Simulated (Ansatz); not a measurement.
The parent structure is ZnTe in the zinc blende structure (space group F-43m, No. 216; a = 6.179 Å). Axes: x, y, z lie along the cube axes.

Computed with DFT with PBE, PAW potentials and a 420 eV plane-wave cutoff in Ansatz (a quantum-chemistry and plane-wave program), spin-orbit coupling left out, earlier PAW set.

Strains are applied to the cell and any free atomic positions relax; under biaxial strain the out-of-plane vector relaxes too.

One change was made to it. Results:

| quantity | base | after |
|---|---|---|
| band gap | 1.07 eV | 1.19 eV |
| shortest interatomic distance | 2.676 Å | 2.628 Å |
| valence-band top at Γ (three highest levels, from the VBM) | 0.00, 0.00, 0.00 eV | 0.00, -0.19, -0.19 eV |
| energy relative to the base (free energy F) | 0 meV/atom | +18 meV/atom |

Q: Name the change that was made.
A) tensor shear ε_yz = +1.95 %
B) biaxial strain −1.76 %, plane normal [110], relaxed out of plane
C) biaxial strain −0.34 %, plane normal [001], relaxed out of plane
D) uniaxial strain ε_yy = −5.43 %
E) uniaxial strain ε_yy = +1.59 %

A: D, uniaxial strain ε_yy = −5.43 %. For comparison, the band gap in the other runs: biaxial strain −0.34 %, plane normal [001], relaxed out of plane gives 1.08 eV; uniaxial strain ε_yy = +1.59 % gives 0.98 eV; tensor shear ε_yz = +1.95 % gives 0.94 eV; biaxial strain −1.76 %, plane normal [110], relaxed out of plane gives 1.09 eV.

With Te present, leaving out spin-orbit coupling can change the band edges. Whether these cells are dynamically stable was not tested.
